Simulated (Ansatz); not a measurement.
## Phonon dispersion of BN

All numbers below come from DFT PBE, scalar-relativistic, plane waves, PAW in Ansatz. Settings: 420 eV plane-wave cutoff, Γ-centred 12×12×6 mesh, fixed occupations. No spin polarisation. Phonons by linear response, acoustic sum rule imposed.

Equilibrium structure at this level:
```xyz
2
Lattice="2.1755 -1.2561 -0.0101 2.1755 1.2561 -0.0101 -1.4188 0.0000 4.2705" Properties=species:S:1:pos:R:3 pbc="T T T"
B     0.0000    0.0000    0.0057
N     2.9008    0.0000   -0.0077
```

The cell was relaxed from a distorted copy of a database structure. The q mesh is coarse, so values between its points are rough. It needn't be the stable form of this composition. No dispersion correction is applied, so modes and constants that involve weak contacts between layers, chains or molecules come out too soft.

Force constants from linear response on a 4×4×2 q mesh.

Task: Is the structure dynamically stable on this mesh?

Result: Yes, on this mesh: no mode is imaginary. Between the mesh points the interpolation dips to 20i cm⁻¹.

Task: Give the frequencies (cm⁻¹; i marks imaginary ones) at the irreducible q points, in fractions of the reciprocal vectors, the Γ row without the LO field.

Result:
| q | star | frequencies |
| --- | --- | --- |
| 0.000 0.000 0.000 | 1 | 0 0 0 776 1342 1342 |
| 0.000 0.000 -0.500 | 1 | 10 10 24 800 1342 1342 |
| 0.000 0.250 0.000 | 4 | 118 403 704 729 1287 1491 |
| 0.000 0.250 -0.500 | 4 | 120 404 702 743 1287 1467 |
| 0.000 -0.500 0.000 | 2 | 302 547 626 1146 1240 1287 |
| 0.000 -0.500 -0.500 | 2 | 305 547 630 1146 1240 1283 |
| 0.250 0.250 0.000 | 2 | 119 404 703 732 1287 1485 |
| 0.250 0.250 -0.500 | 2 | 118 404 703 740 1287 1472 |
| 0.250 -0.500 0.000 | 4 | 265 637 736 970 1250 1306 |
| 0.250 -0.500 -0.500 | 4 | 265 637 736 970 1250 1306 |
| 0.250 -0.250 0.000 | 2 | 265 633 736 970 1250 1308 |
| 0.250 -0.250 -0.500 | 2 | 265 640 737 970 1250 1303 |
| -0.500 -0.500 0.000 | 1 | 305 547 630 1146 1240 1284 |
| -0.500 -0.500 -0.500 | 1 | 302 547 626 1146 1240 1287 |
